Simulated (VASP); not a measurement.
A run of VASP 6.6.1 is set up as follows.

The input INCAR:

```
PREC = Accurate
ENCUT = 520
EDIFF = 1E-6
ISMEAR = 0
SIGMA = 0.1
LREAL = False
LASPH = True
NELM = 80
ALGO = Normal
ISIF = 2
LWAVE = False
LCHARG = False
GGA = PE
NBANDS = 16
```

Contents of KPOINTS:

```
regular mesh
0
Gamma
  6 6 6
```

POSCAR

```
CdSe
1.0
    0.0000000000      3.0702711986      3.0702711986
    3.0702711986      0.0000000000      3.0702711986
    3.0702711986      3.0702711986      0.0000000000
Cd Se
1 1
Direct
    0.0000000000      0.0000000000      0.0000000000
    0.7500000000      0.7500000000      0.7500000000
```

Potentials or basis: VASP PAW PBE potentials, release 64 (Cd, Se).

Run with:

```bash
$ cat potpaw_PBE.64/Cd/POTCAR potpaw_PBE.64/Se/POTCAR > POTCAR
$ mpirun -np 1 vasp_std > vasp.out
```

**Question.** Estimate the band gap on the k mesh.

**Answer.** 0.55 eV, direct.

**Question.** Estimate the pressure.

**Answer.** 1.6 GPa.

Expect the measured gap to be larger: semilocal functionals such as PBE lack the derivative discontinuity.
